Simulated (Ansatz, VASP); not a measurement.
## Two plane-wave programs on Ta

INCAR

```
PREC = Accurate
ENCUT = 600
EDIFF = 1E-7
ISMEAR = -1
SIGMA = 0.15
LREAL = False
LASPH = True
NELM = 60
ALGO = Normal
ISIF = 3
LWAVE = False
LCHARG = False
GGA = PE
IBRION = 2
NSW = 80
EDIFFG = -0.001
```

File KPOINTS:

```
regular mesh
0
Gamma
  18 18 18
```

The input POSCAR:

```
Ta
1.0
   -1.6594766944      1.6594766944      1.6594766944
    1.6594766944     -1.6594766944      1.6594766944
    1.6594766944      1.6594766944     -1.6594766944
Ta
1
Direct
    0.0000000000      0.0000000000      0.0000000000
```

Input for Ansatz:

```yaml
crystal:
  lattice:
    - [-1.6594766944, 1.6594766944, 1.6594766944]
    - [1.6594766944, -1.6594766944, 1.6594766944]
    - [1.6594766944, 1.6594766944, -1.6594766944]
  atoms:
    - { symbol: Ta, position: [0.0, 0.0, 0.0] }
basis:
  ecutwfc: 420
kpoints:
  mp_grid: { grid: [18, 18, 18] }
hamiltonian:
  xc: pbe
  pseudopotentials: { kind: paw, azcp: { folder: soft_1 } }
scf:
  occupations: { method: fermi_dirac, width: 0.15 }
output:
  forces: true
  stress: true
  eigenvalues: true
relax:
  adjacent_minimum: "off"
  f_tol: 0.001
  max_steps: 60
  cell: { stress_tol: 0.01 }
```

Alike in both runs: task relaxation of cell and atoms; functional PBE; k mesh 18 × 18 × 18; occupations fermi-dirac, width 0.15 eV; no spin polarisation.

```csv
,VASP,Ansatz
version,VASP 6.6.1,Ansatz 0.2.0
potentials or method,"VASP PAW PBE potentials, release 64 (Ta_pv)","scalar-relativistic, plane waves, PAW"
plane-wave cutoff (eV),600,420
valence electrons in the cell,11,13
```

VASP gave:

| Item | Value |
| --- | --- |
| gap on the k mesh at the Fermi level, each at its own relaxed structure (eV) | none |
| relaxed volume (Å³/atom) | 18.34 |
| relaxed cell length with the largest relative difference (Å) | 2.877 |

**Question.** Estimate Ansatz's values.

**Answer.** gap on the k mesh at the Fermi level, each at its own relaxed structure (eV): none; relaxed volume (Å³/atom): 18.33; relaxed cell length with the largest relative difference (Å): 2.877.

A gap of «none» marks a metal or a gap that the smearing closes. The two sets of potentials don't hold the same shells in valence.

The runs have no spin-orbit coupling, so splittings on Ta are missing.
